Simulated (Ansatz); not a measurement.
ZnGa₂O₄ (Fd-3m) from a database of computed structures, relaxed with r2SCAN in the plane-wave code Ansatz: the symmetry is Fd-3m (No. 227, cubic); a = 8.328 Å in the conventional setting, 10.31 Å³ an atom. Around Zn lie 4 O at 1.97 Å; around Ga lie 6 O at 1.99 Å; around O lie 1 Zn at 1.97 Å and 3 Ga at 1.99 Å. The primitive cell holds 14 atoms in 144.40 Å³. Calculated for a static, non-magnetic cell.

Computed values: HSE06 (4×4×4) gives a least gap of 4.40 eV and a least direct gap of 4.61 eV. In PBE's bands the lowest conduction level rises by 0.087 eV from Γ to the point 0.0754 1/Å along Γ–X; the direct gap at Γ is 2.82 eV. r2SCAN's ε∞ is 3.85.

(1) What is the density?

(2) At what wavelength does absorption set in by HSE06, excitons left aside?

(3) Estimate the electron mass at Γ from the rise of PBE's conduction level.

(4) What refractive index and reflectivity at normal incidence follow, below the gap and above the phonons?

Answers

(1) The cell holds 2 Zn, 4 Ga, 8 O: M = 2×65.380 + 4×69.723 + 8×15.999 = 537.64 u in V = 144.40 Å³. ρ = 1.66054 × M/V = 1.66054 × 537.64/144.40 = 6.183 g/cm³, for the static r2SCAN lattice.

(2) λ = 1239.84 eV nm/E: 282 nm for the least gap, where it needs phonons and is weak, and 269 nm for direct transitions. That lies in the ultraviolet, so by this gap the crystal is transparent to visible light.

(3) A parabola gives m*/mₑ = (ħ²/2mₑ) k²/ΔE = 3.810 × 0.0754²/0.087 = 0.249. The band flattens away from Γ; with E(1 + E/E_g) = ħ²k²/2m* the mass at the edge is 0.249/(1 + 0.087/2.82) = 0.242 (1/E_g is only a rough value for the bending). It is PBE's mass, and a gap that is too small makes it too light.

(4) n = √3.85 = 1.962; R = ((n − 1)/(n + 1))² = (0.962/2.962)² = 10.6 % a face.

Where an edge lies off the special points, it is a point of the mesh or the k point where a search put PBE's edge or least direct gap, reused for the other functionals, whose own edges may lie a little apart.

The meshes of the hybrids are coarse, so their gaps aren't converged to the digits shown.

For a response run the program warns that the ground state's bands aren't all converged, so ε∞ carries an extra error.
